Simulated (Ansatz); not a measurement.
Runs of Ansatz 0.2.0 on GaSb. The structure is tetragonal, space group I-4m2 (No. 119). The conventional cell has a = 5.507 Å, b = 5.507 Å, c = 3.181 Å, α = 90.00°, β = 90.00°, γ = 90.00°. Sb (site symmetry -4m2) has 4 Ga at 2.87 Å and 2 Sb at 3.18 Å as nearest neighbours. Around Ga (site symmetry -4m2) lie 4 Sb at 2.87 Å and 2 Ga at 3.18 Å. Measurements of this composition are mostly on another form, of space group No. 216.

```tsv
screening (1/Å)	gap on the mesh (eV)	pressure (GPa)
0.2	none	(a)
0.6	none	(b)
0.4	none	-1.0
0.3	none	-1.4
0.15	none	-1.8
0.1	none	-1.9
```

Alike in all rows: task single point; level HSE06 form with a typed share of exact exchange; potentials or basis Ansatz PAW; no spin polarisation; cell as given; k mesh 5 × 5 × 5; cutoff (eV) 420; smearing fermi-dirac 0.05 eV; the mesh is coarse, so values aren't converged.

Problem. Estimate the missing entries.

Solution. (a) -1.7; (b) -0.5.

Caveats: all runs use coarse meshes; the PAW data sets come from PBE, with cores solved anew for the run's functional, which leaves a small shift of forces and pressure; the thresholds are loose for stress.

A k mesh can miss the band edges, and the runs leave out spin-orbit coupling on Ga, Sb.

A gap of «none» marks a metal or a gap under the smearing width.
